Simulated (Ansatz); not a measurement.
# ¹¹³In nuclear quadrupole resonance in In2O3 under strain

Cell: an entry of the Crystallography Open Database (COD), relaxed with PBE at fixed cell and then changed (z stretched by 2 %, ions relaxed).

```cif
data_structure
_symmetry_space_group_name_H-M 'P 1'
_symmetry_Int_Tables_number 1
_cell_length_a 5.8629
_cell_length_b 5.8629
_cell_length_c 5.8629
_cell_angle_alpha 55.801
_cell_angle_beta 55.801
_cell_angle_gamma 55.801
_cell_volume 128.63
loop_
_atom_site_label
_atom_site_type_symbol
_atom_site_fract_x
_atom_site_fract_y
_atom_site_fract_z
_atom_site_occupancy
In1 In 0.35668 0.35668 0.35668 1
In2 In 0.14332 0.14332 0.14332 1
In3 In 0.64332 0.64332 0.64332 1
In4 In 0.85668 0.85668 0.85668 1
O5 O 0.54648 0.95352 0.25000 1
O6 O 0.25000 0.54648 0.95352 1
O7 O 0.95352 0.25000 0.54648 1
O8 O 0.45352 0.04648 0.75000 1
O9 O 0.75000 0.45352 0.04648 1
O10 O 0.04648 0.75000 0.45352 1
```

Atom numbers follow the list; atoms alike are taken as one site, whose name carries the number of the first.

Level of theory: DFT, PBE, plane waves and PAW, scalar-relativistic, 420 eV cutoff, Γ-centred 7×7×7 k-points, Fermi–Dirac smearing 0.02 eV (Ansatz 0.2.0).

¹¹³In: I = 9/2, Q = 761.0 mb (year-2017 value). Static lattice, zero field.

Task: At which frequencies do the ¹¹³In NQR lines lie?

Result: For I = 9/2 and η = 0 the lines are |C_Q|/24 times 1, 2, 3 and 4; η shifts the lowest up most.

```tsv
site	atoms	V_zz (10²¹ V/m²)	C_Q (MHz)	η	line frequencies (MHz)
In	1, 2, 3, 4	3.77	69.4	0.00	2.89, 5.79, 8.68, 11.6
```

Task: And for ¹¹⁵In (I = 9/2, Q = 772.0 mb) on In?

Result: C_Q scales with Q to 70.4 MHz, with lines at 2.94, 5.87, 8.81, 11.7 MHz.

An axis of threefold or higher order runs through In, so V_zz lies along it and η is zero.

Without spin–orbit coupling (the program notes it for In) the gradients can shift somewhat, as the gap is small. At this changed cell the PBE pressure is 5 GPa.

The relaxation (5 steps) took 17 s of wall time (63 s of CPU time) and 0.65 GiB at its peak, on 4 threads of Arm Neoverse V2 (aarch64; 8 cores open to the job, memory cap 8.0 GiB, no GPU), a shared host with a load of 0.7 a core.
